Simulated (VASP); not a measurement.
TePb:

```
Te Pb
1.0
     0.00000    3.23100    3.23100
     3.23100    0.00000    3.23100
     3.23100    3.23100    0.00000
Te Pb
1 1
Direct
  0.50000 0.50000 0.50000
  0.00000 0.00000 0.00000
```

```yaml
Program: VASP 6.6.1
Task: relaxation of cell and atoms
Functional: PBE
Potentials_or_basis: VASP PAW PBE potentials, release 64 (Te, Pb)
Cutoff: 300 eV
k_mesh: 4 × 4 × 4
Occupations: gaussian, width 0.03 eV
Spin: no spin polarisation
```

At the start: pressure 2.0 GPa; volume 33.73 Å³/atom.

How do energy, volume and symmetry change on relaxing?

Over 3 steps the energy falls by 9.4 meV/atom and the volume is 35.29 Å³/atom (+4.6 %); space group Fm-3m (No. 225, to 0.05 Å).

Step by step:
```
step  energy change (eV)  largest force (eV/Å)  pressure (GPa)  volume (Å³)
   1              0.0000                0.0000            2.01        67.46
   2             -0.0168                0.0000           -0.59        71.68
   3             -0.0188                0.0000           -0.01        70.58
```

Final structure:
```
Te Pb
1.0
     0.00000    3.28013    3.28013
     3.28013    0.00000    3.28013
     3.28013    3.28013    0.00000
Te Pb
1 1
Direct
  0.50000 0.50000 0.50000
  0.00000 0.00000 0.00000
```

Caveat: the k mesh is coarse (spacing up to 0.42 Å⁻¹), so the values aren't converged.
